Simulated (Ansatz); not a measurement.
# Lu (fcc type): the cost of one run

Program: Ansatz 0.2.0. Level of theory: DFT, PBE, all-electron LAPW, scalar-relativistic. These are calculated values, not measurements.

This is Lu in the fcc structure; at room conditions it is hcp.

## (1) Starting point

Symmetry: Fm-3m, No. 225, cubic system. Conventional cell: a = 4.676 Å, b = 4.676 Å, c = 4.676 Å, α = 90.00°, β = 90.00°, γ = 90.00°. Lu (site symmetry m-3m) is surrounded by 12 Lu at 3.31 Å.

Coordinates:

```
CELL_PARAMETERS angstrom
0.00000 2.33778 2.33778
2.33778 0.00000 2.33778
2.33778 2.33778 0.00000
ATOMIC_POSITIONS crystal
Lu 0.00000 0.00000 0.00000
```

## (2) Fcc relaxed under pressure, LAPW

Contents of input.yaml:

```yaml
crystal:
  lattice:
    - [0.0, 2.3377847842, 2.3377847842]
    - [2.3377847842, 0.0, 2.3377847842]
    - [2.3377847842, 2.3377847842, 0.0]
  atoms:
    - { symbol: Lu, position: [0.0, 0.0, 0.0] }
kpoints:
  mp_grid: { grid: [14, 14, 14] }
scf:
  occupations: { method: fermi_dirac, width: 0.05 }
hamiltonian:
  xc: pbe
  pseudopotentials: { kind: all_electron, lapw: { basis_error: 0.0005 } }
output:
  forces: true
  stress: true
  eigenvalues: true
relax:
  f_tol: 0.005
  max_steps: 12
  cell: { p_target: 6.6, stress_tol: 0.03 }
```

On the command line:

```console
> ansatz run input.yaml --threads 1 --pin off --max-ram 3584MiB --backend cpu --events-out ev --progress --plain --runs-dir out
```

Q: Estimate wall time and peak memory on 1 thread of Arm Neoverse V1, shared host.

About 22 s, with a peak of 0.33 GiB.
